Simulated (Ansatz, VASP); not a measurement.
# Cross-check of CaO between VASP and Ansatz

Wanted: the spread between two codes on one cell, functional and k mesh. The cell is taken from a series of VASP runs on this material, whose earlier steps may have relaxed, scaled or displaced it; both programs get it as it stands.

Main program and level: Ansatz 0.2.0; plane waves, with VASP 6.6.1 beside it; band structure at LDA, dielectric response at LDA and single point at LDA.

### 1. Starting point

It takes space group Fm-3m (No. 225, cubic). The conventional cell has a = 4.720 Å, b = 4.720 Å, c = 4.720 Å, α = 90.00°, β = 90.00°, γ = 90.00°. Ca has 6 O at 2.36 Å nearest. Nearest to O lie 6 Ca at 2.36 Å. Farther neighbours and most contacts between anions are not listed.

As a file:

```cif
data_structure
_symmetry_space_group_name_H-M 'Fm-3m'
_symmetry_Int_Tables_number 225
_cell_length_a 4.7195
_cell_length_b 4.7195
_cell_length_c 4.7195
_cell_angle_alpha 90.000
_cell_angle_beta 90.000
_cell_angle_gamma 90.000
_cell_volume 105.12
loop_
_atom_site_label
_atom_site_type_symbol
_atom_site_symmetry_multiplicity
_atom_site_Wyckoff_symbol
_atom_site_fract_x
_atom_site_fract_y
_atom_site_fract_z
_atom_site_occupancy
Ca1 Ca 4 a 0.00000 0.00000 0.00000 1
O1 O 4 b 0.50000 0.00000 0.00000 1
```

### 2. Ansatz: band structure, LDA

Ansatz runs on its default PAW (the set named soft_2) files.

The same path points are solved in both programs, so levels can be compared one by one.

Contents of input.yaml:

```yaml
crystal:
  lattice:
    - [0.0, 2.3597737825, 2.3597737825]
    - [2.3597737825, 0.0, 2.3597737825]
    - [2.3597737825, 2.3597737825, 0.0]
  atoms:
    - { symbol: Ca, position: [0.0, 0.0, 0.0] }
    - { symbol: O, position: [0.5, 0.5, 0.5] }
hamiltonian:
  xc: lda
  pseudopotentials: { kind: paw }
kpoints:
  mp_grid: { grid: [8, 8, 8] }
  band_path:
    path:
      - [0.0, 0.0, 0.0]
      - [0.16667, 0.0, 0.16667]
      - [0.33333, 0.0, 0.33333]
      - [0.5, 0.0, 0.5]
      - [0.5, 0.08333, 0.58333]
      - [0.5, 0.19444, 0.69444]
      - [0.5, 0.25, 0.75]
      - [0.45833, 0.29167, 0.75]
      - [0.40278, 0.34722, 0.75]
      - [0.375, 0.375, 0.75]
      - [0.20833, 0.20833, 0.41667]
      - [0.08333, 0.08333, 0.16667]
      - [0.0, 0.0, 0.0]
      - [0.22222, 0.22222, 0.22222]
      - [0.38889, 0.38889, 0.38889]
      - [0.51389, 0.47222, 0.51389]
      - [0.55556, 0.38889, 0.55556]
      - [0.61111, 0.27778, 0.61111]
      - [0.61111, 0.25, 0.63889]
      - [0.56944, 0.25, 0.68056]
      - [0.51389, 0.25, 0.73611]
      - [0.5, 0.27778, 0.72222]
      - [0.5, 0.38889, 0.61111]
      - [0.5, 0.47222, 0.52778]
      - [0.48611, 0.48611, 0.52778]
      - [0.43056, 0.43056, 0.63889]
      - [0.38889, 0.38889, 0.72222]
      - [0.59722, 0.19444, 0.59722]
      - [0.55556, 0.11111, 0.55556]
      - [0.5, 0.0, 0.5]
    npoints: 1
scf:
  occupations: { method: gaussian, width: 0.03 }
  n_extra_bands: 7
output:
  forces: true
  stress: true
  eigenvalues: true
```

The run is started by

```sh
ansatz run input.yaml --threads 2 --pin off --max-ram 4608MiB --backend cpu --events-out ev --progress --plain --runs-dir out
```

Numbers of over 12 decimals in the logs are rounded to 6 here.

Output:

```text
scf.n_extra_bands = 7 over 8 filled bands (N_el = 16.0): the run solves 15 bands
Engine: ansatz 0.2.0, aarch64-unknown-linux-gnu
Pseudopotentials: kind: paw
Pseudopotential: Ca, paw, valence charge 10, recommended cutoff 420 eV (normal), Ca.paw.azcp
Pseudopotential: O, paw, valence charge 6, recommended cutoff 420 eV (normal), O.paw.azcp
Functional definition: SPW92
  exchange = slater_x
  correlation = pw_c
Crystal: 2 atoms, lattice volume = 26.281 Å³
Basis set: ecut = 420 eV, 531 PW (Γ)
Bands: 15, of which v1, the nominal top of the filled ones, is band 8 counted from 1 (7 counted from 0)
Symmetry: 48 space group operations
Space group: Fm-3m (ITA 225), of the structure as read, at distance tolerance 3.0e-5 Å
k-points: 29 of 512
Non-local potential: Ca, projectors of the file, l = 0: 3, l = 1: 2, l = 2: 2
Non-local potential: O, projectors of the file, l = 0: 2, l = 1: 2, l = 2: 1
PAW form: soft (Blöchl's): semilocal exchange-correlation on the pseudo side does not see the compensation charge
PAW frozen core: Ca, regenerated for the run's functional, and the local potential with it (the file was generated under x = pbe(κ = 0.804, μ = 0.219515), c = pbe(β = 0.066725))
PAW frozen core: O, regenerated for the run's functional, and the local potential with it (the file was generated under x = pbe(κ = 0.804, μ = 0.219515), c = pbe(β = 0.066725))
PAW one-centre angular grid: Ca, 110 points (default); XC on 64 Gauss nodes
PAW one-centre angular grid: O, 110 points (default); XC on 64 Gauss nodes
Initial density: superposition of atomic densities (neutral atoms: chi_scale 0, normalization atom), corrected by the library's trained network
Initial wavefunctions: pseudopotential atomic-orbital guess
Functional: x = slater, c = lda
SCF iter   1: F=—  HF=-2331.658274 eV  |F-HF|=—  |Δ(HF+E_count)|=         —  Δρ=1.72e-2  dr2=7.49e-2  ethr=1.77e-3  ⟨swp⟩=7.4  Hψ=2916  notcnv=0  defer=6
preconditioner: auto → none  [insulator: Δε(μ)=3.194 eV  Ē_g=19.980 eV  σ=0.030 eV  W_gap=1.00  n_scr=8 (ndim 8)  ℏωp=27.1 eV  f_vac=0.000  D(μ)=0.00/eV (n_scr^D=0)  ε∞_Penn≈2.8]
SCF iter   2: F=—  HF=-2331.641664 eV  |F-HF|=—  |Δ(HF+E_count)|=   1.66e-2  Δρ=6.10e-3  dr2=1.02e-2  ethr=4.68e-4  ⟨swp⟩=2.0  Hψ=812  notcnv=0  defer=30
SCF iter   3: F=—  HF=-2331.639143 eV  |F-HF|=—  |Δ(HF+E_count)|=   2.52e-3  Δρ=6.70e-4  dr2=4.75e-5  ethr=6.40e-5  ⟨swp⟩=2.1  Hψ=647  notcnv=0  defer=35
SCF iter   4: F=—  HF=-2331.639131 eV  |F-HF|=—  |Δ(HF+E_count)|=   1.24e-5  Δρ=5.85e-5  dr2=7.71e-7  ethr=2.97e-7  ⟨swp⟩=2.1  Hψ=585  notcnv=0  defer=35
iter 5 did not close the SCF: its close was put off for the readings that it lacked (scf_convergence_deferred on its scf_iter line)
SCF iter   5: F=-2331.639131 eV  HF=-2331.639131 eV  |F-HF|=7.73e-10  |Δ(HF+E_count)|=   1.56e-7  Δρ=8.41e-6  dr2=6.92e-9  ethr=4.82e-9  ⟨swp⟩=2.8  Hψ=589  notcnv=0  defer=35
SCF iter   6: F=-2331.639131 eV  HF=-2331.639131 eV  |F-HF|=1.51e-9  |Δ(HF+E_count)|=   4.28e-9  Δρ=3.02e-6  dr2=1.90e-9  ethr=4.33e-11  ⟨swp⟩=5.5  Hψ=1814  notcnv=0
SCF 1 converged in 6 iterations: F = -2331.639131 eV  dr2 = 1.90e-9
  greatest PAW one-centre occupation: 0.996 electrons in one spin orbital (limit 2), on the Ca atom at site 0 (counted from 0), in its partial waves of l = 0
NSCF: frozen V_eff on 30 k-points
SCF converged after 6 iterations
Free energy (F): -2331.639131 eV
Harris-Foulkes:  -2331.639131 eV  (|F-HF|=1.51e-9)
Internal energy: -2331.639131 eV  (E = F + TS)
E sigma→0 (E₀):  -2331.639131 eV
Fermi energy:    9.635409 eV
--- Per-component energies (eV) ---
  E_band       = -93.185976
  E_kinetic    = 455.634422
  E_local      = -864.039930  (includes V_loc(G=0)·N_el)
  E_nonlocal   = 116.972212
  E_hartree    = 283.718787
  E_xc         = -210.192052
  E_vxc        = -266.490564  (∫ρ·V_xc dr)
  E_paw        = -963.392007  (= ΣΔE_a)
  E_vpaw       = -102.702058  (= ΣTr[D̂ρ^β])
  E_aug_tail   = 0.002460  (compensation charges beyond the density's cutoff)
  E_ewald      = -1150.723109
  E_core_change = 0.380087  (= ΣΔE_core)
  E_smearing   = -0.000000  (= −TS)
  E_closure    = -0.000000  (closes the sum)
  Σ components = -2331.639131   (vs F -2331.639131, Δ=0.00e0)
--- Forces (eV/Å), atoms counted from 1 ---
  atom   1  Ca    -0.00000000     0.00000000    -0.00000000
  atom   2  O      0.00000000     0.00000000    -0.00000000
  max |Σ_I F_I| component: 1.35e-29 eV/Å
--- Stress (GPa, compression-positive) ---
       -0.946228      -0.000000      -0.000000
        0.000000      -0.946228       0.000000
       -0.000000       0.000000      -0.946228
  P = ⅓ Tr σ = -0.9462 GPa (-9.462 kbar)
--- Band table (eV; the first three rows and the last of 29) ---
  k-point 0: bands = [... 4 lower, -7.4055, 7.9075, 7.9075, 7.9075, 12.9312, 14.1611, 14.1611, 14.1611, ... 3 higher]
  k-point 1: bands = [... 4 lower, -7.1103, 7.3418, 7.6716, 7.6716, 13.6244, 14.1232, 14.4490, 14.4490, ... 3 higher]
  k-point 2: bands = [... 4 lower, -6.5494, 6.2724, 7.1717, 7.1717, 14.2074, 15.1080, 15.2078, 15.2078, ... 3 higher]
  k-point 28: bands = [... 4 lower, -6.6433, 6.5129, 6.8386, 6.8386, 14.2741, 14.2741, 16.6744, 17.8268, ... 3 higher]
```

It took 1.4 s on 2 threads of Arm Neoverse N1, shared host; peak memory 0.24 GiB.

### 3. VASP: band structure, LDA

The same cell, functional (in two slightly different forms), mesh and smearing now go to VASP, with its own data sets and cutoff.

Lines of VASP's logs that name or quote its potential files are left out, and so is its time.

Contents of INCAR:

```
SYSTEM = CaO
PREC = Accurate
ENCUT = 460
EDIFF = 1E-06
NELM = 100
ISMEAR = 0
SIGMA = 0.03
LREAL = .FALSE.
ALGO = Normal
GGA = CA
NBANDS = 20
LORBIT = 11
LWAVE = .FALSE.
LCHARG = .FALSE.
KPAR = 4
LASPH = .TRUE.
```

Contents of POSCAR:

```
CaO
1.0
    0.0000000000      2.3597737825      2.3597737825
    2.3597737825      0.0000000000      2.3597737825
    2.3597737825      2.3597737825      0.0000000000
Ca O
1 1
Direct
    0.0000000000      0.0000000000      0.0000000000
    0.5000000000      0.5000000000      0.5000000000
```

Contents of KPOINTS:

```
Automatic mesh
0
Gamma
8 8 8
0 0 0
```

Contents of KPOINTS_OPT:

```
Line mode
10
Line-mode
Reciprocal
  0.00000000   0.00000000   0.00000000 GAMMA
  0.50000000   0.00000000   0.50000000 X

  0.50000000   0.00000000   0.50000000 X
  0.50000000   0.25000000   0.75000000 W

  0.50000000   0.25000000   0.75000000 W
  0.37500000   0.37500000   0.75000000 K

  0.37500000   0.37500000   0.75000000 K
  0.00000000   0.00000000   0.00000000 GAMMA

  0.00000000   0.00000000   0.00000000 GAMMA
  0.50000000   0.50000000   0.50000000 L

  0.50000000   0.50000000   0.50000000 L
  0.62500000   0.25000000   0.62500000 U

  0.62500000   0.25000000   0.62500000 U
  0.50000000   0.25000000   0.75000000 W

  0.50000000   0.25000000   0.75000000 W
  0.50000000   0.50000000   0.50000000 L

  0.50000000   0.50000000   0.50000000 L
  0.37500000   0.37500000   0.75000000 K

  0.62500000   0.25000000   0.62500000 U
  0.50000000   0.00000000   0.50000000 X
```

PAW data sets: Ca_sv and O (LDA family, release 64).

The run is started by

```sh
mpirun -np 4 vasp_std
```

Output:

```text
[banner, memory and clock lines left out]
running    4 mpi-ranks, on    1 nodes
 distrk:  each k-point on    1 cores,    4 groups
 distr:  one band on    1 cores,    1 groups

 POSCAR found type information on POSCAR CaO
 POSCAR found :  2 types and       2 ions
 LDA part: xc-table for (Slater(with rela. corr.)+CA(PZ))
 , standard interpolation
 POSCAR, INCAR and KPOINTS ok, starting setup
 FFT: planning ... GRIDC
 FFT: planning ... GRID_SOFT
 FFT: planning ... GRID
 WAVECAR not read
 entering main loop
       N       E                     dE             d eps       ncg     rms          rms(c)
DAV:   1     0.117389751711E+03    0.11739E+03   -0.72553E+03  1168   0.751E+02
DAV:   2    -0.115704958441E+02   -0.12896E+03   -0.11976E+03  1268   0.235E+02
DAV:   3    -0.158463586387E+02   -0.42759E+01   -0.42316E+01  1488   0.429E+01
DAV:   4    -0.159344313095E+02   -0.88073E-01   -0.88028E-01  1400   0.567E+00
DAV:   5    -0.159363498912E+02   -0.19186E-02   -0.19185E-02  1440   0.786E-01    0.844E+00
DAV:   6    -0.143711041012E+02    0.15652E+01   -0.26456E+00  1292   0.162E+01    0.359E+00
DAV:   7    -0.142598968268E+02    0.11121E+00   -0.27623E-01  1348   0.474E+00    0.182E+00
DAV:   8    -0.142262948438E+02    0.33602E-01   -0.10040E-01  1512   0.237E+00    0.477E-01
DAV:   9    -0.142243863666E+02    0.19085E-02   -0.45027E-03  1360   0.440E-01    0.104E-01
DAV:  10    -0.142244970853E+02   -0.11072E-03   -0.18571E-04  1348   0.116E-01    0.420E-02
DAV:  11    -0.142244799193E+02    0.17166E-04   -0.16702E-05  1524   0.388E-02    0.667E-03
DAV:  12    -0.142244798218E+02    0.97501E-07   -0.40198E-06  1304   0.135E-02
   1 F= -.14224480E+02 E0= -.14224480E+02  d E =-.117510E-13
 Start KPOINTS_OPT (optional k-point list driver)
k-point batch [1-29\100]
       N       E                     dE             ncg
DAV:   1    -0.143380757016E+04   -0.17640E+05     1160
DAV:   2    -0.510854428264E+04   -0.36747E+04     1308
DAV:   3    -0.523132923980E+04   -0.12278E+03     1488
DAV:   4    -0.523339463984E+04   -0.20654E+01     1352
DAV:   5    -0.523343456351E+04   -0.39924E-01     1456
DAV:   6    -0.523343557517E+04   -0.10117E-02     1344
DAV:   7    -0.523343560263E+04   -0.27459E-04     1440
DAV:   8    -0.523343560332E+04   -0.69689E-06      916
[...]
k-point batch [88-100\100]
       N       E                     dE             ncg
DAV:   1     0.877993528945E+04   -0.93522E+04      520
DAV:   2     0.717086473433E+04   -0.16091E+04      572
DAV:   3     0.711688432324E+04   -0.53980E+02      736
DAV:   4     0.711623247075E+04   -0.65185E+00      564
DAV:   5     0.711622382218E+04   -0.86486E-02      700
DAV:   6     0.711622365275E+04   -0.16943E-03      560
DAV:   7     0.711622364891E+04   -0.38428E-05      700
DAV:   8     0.711622364884E+04   -0.72807E-07      372
```

From OUTCAR (step 3):

```text
ion  position               nearest neighbor table
   1  0.000  0.000  0.000-   2 2.36   2 2.36   2 2.36   2 2.36   2 2.36   2 2.36
   2  0.500  0.500  0.500-   1 2.36   1 2.36   1 2.36   1 2.36   1 2.36   1 2.36

  LATTYP: Found a face centered cubic cell.
 ALAT       =     4.7195475650

 Subroutine GETGRP returns: Found 48 space group operations
 (whereof 48 operations were pure point group operations)

The static configuration has the point symmetry O_h .

 Found     29 irreducible k-points:

   k-points           NKPTS =     29   k-points in BZ     NKDIM =     29   number of bands    NBANDS=     20

   dimension x,y,z NGX =    24 NGY =   24 NGZ =   24
   dimension x,y,z NGXF=    48 NGYF=   48 NGZF=   48

   ENCUT  =  460.0 eV  33.81 Ry    5.81 a.u.   5.84  5.84  5.84*2*pi/ulx,y,z

   NELECT =      16.0000    total number of electrons

 k-points in reciprocal lattice and weights: Automatic mesh
   0.00000000  0.00000000  0.00000000       0.002
   0.12500000  0.00000000  0.00000000       0.016
   0.25000000  0.00000000  0.00000000       0.016
   0.37500000  0.00000000  0.00000000       0.016
   0.50000000  0.00000000  0.00000000       0.008
   0.12500000  0.12500000  0.00000000       0.012
   0.25000000  0.12500000  0.00000000       0.047
   0.37500000  0.12500000  0.00000000       0.047
   0.50000000  0.12500000  0.00000000       0.047
[...]
-0.37500000  0.50000000  0.12500000       0.023
  -0.25000000  0.50000000  0.25000000       0.012

 average (electrostatic) potential at core
       1 -43.2403       2 -71.1139

 E-fermi :   2.4819

 k-point     1 :       0.0000    0.0000    0.0000
  band No.  band energies     occupation
    ...
      4     -15.5106      2.00000
      5     -12.9756      2.00000
      6       2.3385      2.00000
      7       2.3385      2.00000
      8       2.3385      2.00000
      9       7.3577      0.00000
     10       8.5723      0.00000
     11       8.5723      0.00000
     12       8.5723      0.00000
     13      10.2339      0.00000
    ...

 k-point     2 :       0.1250    0.0000    0.0000
  band No.  band energies     occupation
    ...
      4     -15.5202      2.00000
      5     -12.6735      2.00000
      6       1.7700      2.00000
      7       2.0999      2.00000
      8       2.0999      2.00000
      9       8.0513      0.00000
     10       8.5377      0.00000
     11       8.8625      0.00000
     12       8.8625      0.00000
     13      10.6457      0.00000
    ...

 k-point     3 :       0.2500    0.0000    0.0000
  band No.  band energies     occupation
    ...
      4     -15.5434      2.00000
      5     -12.1048      2.00000
      6       0.6949      2.00000
      7       1.5931      2.00000
      8       1.5931      2.00000
      9       8.6265      0.00000
     10       9.5353      0.00000
     11       9.6268      0.00000
     12       9.6268      0.00000
     13      11.6296      0.00000
    ...

  Total       -0.0839514     -0.0839514     -0.0839514      0.0000000      0.0000000     -0.0000000
  in kB       -5.1179650     -5.1179650     -5.1179650      0.0000000      0.0000000     -0.0000000
  external PRESSURE =      -5.1179650 kB  Pullay stress =       0.0000000 kB

  energy-cutoff  :      460.00
  volume of cell :       26.28
      direct lattice vectors                 reciprocal lattice vectors
     0.000000000  2.359773783  2.359773783    -0.211884717  0.211884717  0.211884717
     2.359773783  0.000000000  2.359773783     0.211884717 -0.211884717  0.211884717
     2.359773783  2.359773783  0.000000000     0.211884717  0.211884717 -0.211884717

 POSITION                                       TOTAL-FORCE (eV/Angst)
 -----------------------------------------------------------------------------------
      0.00000      0.00000      0.00000         0.000000      0.000000      0.000000
      2.35977      2.35977      2.35977        -0.000000     -0.000000     -0.000000
 -----------------------------------------------------------------------------------
    total drift:                                0.000000     -0.000000     -0.000000

  FREE ENERGIE OF THE ION-ELECTRON SYSTEM (eV)
  ---------------------------------------------------
  free  energy   TOTEN  =       -14.2244798218 eV

  energy  without entropy=      -14.2244798218  energy(sigma->0) =      -14.22447982

 total charge
# of ion       s       p       d       tot
------------------------------------------
    1        2.045   5.883   0.338   8.267
    2        1.548   3.451   0.000   4.998
--------------------------------------------------
tot          3.593   9.334   0.338  13.265

[... 3 further parts left out ...]
```

The run ends at a pressure of -0.51 GPa.

### 4. Side by side

Known differences besides the potentials themselves: the two LDA forms differ slightly; the cutoff is 420 eV in Ansatz and 460 eV in VASP; VASP's log shows a relativistic correction to its local exchange, Ansatz's none. Total energies have different zeros and are not compared.

Both answers:

```csv
quantity,Ansatz,VASP,difference
pressure (GPa),-0.95,-0.51,-0.43
pressure without Ansatz's Pulay correction (GPa),-1.57,-0.51,-1.06
gap over the path points (eV),3.456,3.426,+0.030
```

Levels at points of the path, from each program's valence-band top (eV; 3 filled, then empty):

```csv
k (reciprocal lattice),Ansatz,VASP
0.000 0.000 0.000,0.00 0.00 0.00 5.02 6.25 6.25,0.00 0.00 0.00 5.02 6.23 6.23
0.167 0.000 0.167,-1.30 -0.20 -0.20 5.32 6.15 7.30,-1.31 -0.20 -0.20 5.30 6.14 7.29
0.333 0.000 0.333,-1.77 -0.36 -0.36 3.98 7.69 8.84,-1.77 -0.36 -0.36 3.96 7.69 8.83
0.500 0.000 0.500,-1.28 -0.36 -0.36 3.46 8.44 9.20,-1.27 -0.36 -0.36 3.43 8.43 9.19
0.500 0.083 0.583,-1.26 -0.64 -0.52 3.89 8.58 9.17,-1.26 -0.64 -0.52 3.86 8.57 9.17
0.500 0.194 0.694,-1.28 -1.17 -0.92 5.41 7.35 8.75,-1.29 -1.17 -0.92 5.40 7.34 8.74
0.500 0.250 0.750,-1.40 -1.07 -1.07 6.37 6.37 8.77,-1.41 -1.07 -1.07 6.36 6.36 8.76
0.458 0.292 0.750,-1.40 -1.15 -0.96 5.71 7.12 8.80,-1.41 -1.15 -0.97 5.69 7.11 8.80
0.403 0.347 0.750,-1.41 -1.20 -0.85 5.17 8.01 8.94,-1.42 -1.20 -0.86 5.15 8.01 8.93
0.375 0.375 0.750,-1.42 -1.21 -0.83 5.09 8.20 8.97,-1.42 -1.21 -0.84 5.07 8.19 8.96
```

Among the levels compared at these points, filled levels agree within 17 meV and empty ones within 30 meV. Ansatz's pressure holds a Pulay correction of 0.63 GPa; VASP's holds none.

(Continued in part 2 of 2.)

[Lines on the potential files, build, host, timing and source positions are cut from VASP's logs without a mark.]

[Logs are printed without paths, hosts, clocks, repeated set-up lines and the standing remarks that a program may print on its own settings, such as how far it seeks lower states.]

[Hosts, paths, dates, database ids (printed as entryN), source tags and the programs' standing remarks are cut or masked in the printed files.]
